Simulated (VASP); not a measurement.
Write the native input for VASP 6.6.1 that does the following.

```yaml
Task: relaxation of cell and atoms
Functional: PBE
Potentials_or_basis: VASP PAW PBE potentials, release 64 (Si)
Cutoff: 520 eV
k_mesh: 10 × 10 × 10
Occupations: gaussian, width 1 eV
Spin: no spin polarisation
Further_INCAR_settings: ALGO = Normal; EDIFF = 1e-07; IBRION = 2; EDIFFG = -0.002; NSW = 80; ISIF = 3
```

The structure of Si lies in POSCAR:

```
Si                                      
1.0
    0.0000000000      2.7330205665      2.7330205665
    2.7330205665      0.0000000000      2.7330205665
    2.7330205665      2.7330205665     -0.0000000000
  Si            
     2
Direct
     0.7500000000000000    0.7500000000000000    0.7500000000000000
     0.5000000000000000    0.5000000000000000    0.5000000000000000
```

These files were run (other wordings do the same):

INCAR

```
SYSTEM = Si
ALGO = Normal
EDIFF = 1E-7
EDIFFG = -0.002
ENCUT = 520
GGA = PE
IBRION = 2
ISIF = 3
ISMEAR = 0
LASPH = .TRUE.
LCHARG = .FALSE.
LREAL = .FALSE.
LWAVE = .FALSE.
NELM = 100
NSW = 80
PREC = Accurate
SIGMA = 1.0
```

KPOINTS

```
k-points
0
G
  10 10 10
  0 0 0
```

Potentials or basis: VASP PAW PBE potentials, release 64 (Si).

The run is started by

```sh
$ cat potpaw_PBE.64/Si/POTCAR > POTCAR
$ mpirun -np 1 vasp_std > vasp.out
```

Results of the run:

| Quantity | Value |
| --- | --- |
| Pressure after relaxing | 0.0 GPa |
| Band gap on the k mesh | 0.62 eV, indirect (least direct gap 2.57 eV) |

Caveat: the relaxation stopped at its first step, so nothing moved.

It took 7.8 s on 1 thread of Intel(R) Xeon(R) 6975P-C (Granite Rapids) (shared host), peak memory 0.16 GiB.
